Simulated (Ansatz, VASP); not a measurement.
I in VASP and in Ansatz

```xyz
1
Lattice="-1.6282 1.6282 4.2931 1.6282 -1.6282 4.2931 1.6282 1.6282 -4.2931" Properties=species:S:1:pos:R:3 pbc="T T T"
I     0.0000    0.0000    0.0000
```

Change from the starting cell: volume scaled by 1.02.

Alike in both runs: task single point; functional PBE; k mesh 11 × 11 × 11; occupations fermi-dirac, width 0.05 eV; no spin polarisation.

|  | VASP | Ansatz |
| --- | --- | --- |
| version | VASP 6.6.1 | Ansatz 0.2.0 |
| potentials or method | VASP PAW PBE potentials, release 64 (I), cutoff 520 eV | all-electron LAPW, scalar-relativistic |

VASP gave:

- gap on the k mesh at the Fermi level (eV): none
- pressure (GPa): -0.3
- largest component of the traceless stress (GPa): 0.45

Question: Estimate Ansatz's values.

Answer: gap on the k mesh at the Fermi level (eV): none; pressure (GPa): -0.3; largest component of the traceless stress (GPa): 0.42.

A gap of «none» marks a metal or a gap that the smearing closes. Ansatz ran all-electron here, so the differences hold the error of VASP's frozen core and of both bases.

Caveats: an odd number of electrons without spin polarisation forces a metal; a magnetic or distorted state may lie lower. Spin-orbit coupling is left out, which matters for the levels of I.
